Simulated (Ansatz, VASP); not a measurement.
## Be in VASP and in Ansatz

File INCAR:

```
PREC = Accurate
ENCUT = 520
EDIFF = 1E-6
ISMEAR = 0
SIGMA = 0.2
LREAL = False
LASPH = True
NELM = 80
ALGO = Fast
ISIF = 2
LWAVE = False
LCHARG = True
GGA = PE
LELF = True
LVHAR = True
NBANDS = 18
```

File KPOINTS:

```
regular mesh
0
Gamma
  6 6 6
```

Contents of POSCAR:

```
Be
1.0
    0.0000000000      3.1571633858      3.1571633858
    3.1571633858      0.0000000000      3.1571633858
    3.1571633858      3.1571633858      0.0000000000
Be
8
Direct
    0.0000000000      0.0000000000      0.0000000000
    1.0000000000      0.0000000000      0.5000000000
    1.0000000000      0.5000000000      0.0000000000
    1.0000000000      0.5000000000      0.5000000000
    0.5000000000      1.0000000000      0.0000000000
    0.5000000000      0.0000000000      0.5000000000
    0.5000000000      0.5000000000      0.0000000000
    0.5000000000      0.5000000000      0.5000000000
```

Input for Ansatz:

```yaml
crystal:
  lattice:
    - [0.0, 3.1571633858, 3.1571633858]
    - [3.1571633858, 0.0, 3.1571633858]
    - [3.1571633858, 3.1571633858, 0.0]
  atoms:
    - { symbol: Be, position: [0.0, 0.0, 0.0] }
    - { symbol: Be, position: [1.0, 0.0, 0.5] }
    - { symbol: Be, position: [1.0, 0.5, 0.0] }
    - { symbol: Be, position: [1.0, 0.5, 0.5] }
    - { symbol: Be, position: [0.5, 1.0, 0.0] }
    - { symbol: Be, position: [0.5, 0.0, 0.5] }
    - { symbol: Be, position: [0.5, 0.5, 0.0] }
    - { symbol: Be, position: [0.5, 0.5, 0.5] }
basis:
  ecutwfc: 420
kpoints:
  mp_grid: { grid: [6, 6, 6] }
hamiltonian:
  xc: pbe
scf:
  occupations: { method: gaussian, width: 0.2 }
  lower_state_search: "off"
output:
  forces: true
  stress: true
  eigenvalues: true
```

Alike in both runs: task single point; functional PBE; k mesh 6 × 6 × 6; occupations gaussian, width 0.2 eV; no spin polarisation.

|  | VASP | Ansatz |
| --- | --- | --- |
| version | VASP 6.6.1 | Ansatz 0.2.0 |
| potentials or method | VASP PAW PBE potentials, release 64 (Be) | scalar-relativistic, plane waves, PAW |
| plane-wave cutoff (eV) | 520 | 420 |
| valence electrons in the cell | 16 | 16 |

|  | VASP | Ansatz | Ansatz less VASP |
| --- | --- | --- | --- |
| gap on the k mesh at the Fermi level (eV) | none | none | - |
| pressure (GPa) | 0.4 | 0.2 | -0.15 |

A gap of «none» marks a metal or a gap that the smearing closes. The functional is the same, so the differences come from potentials, cutoffs and numerics.
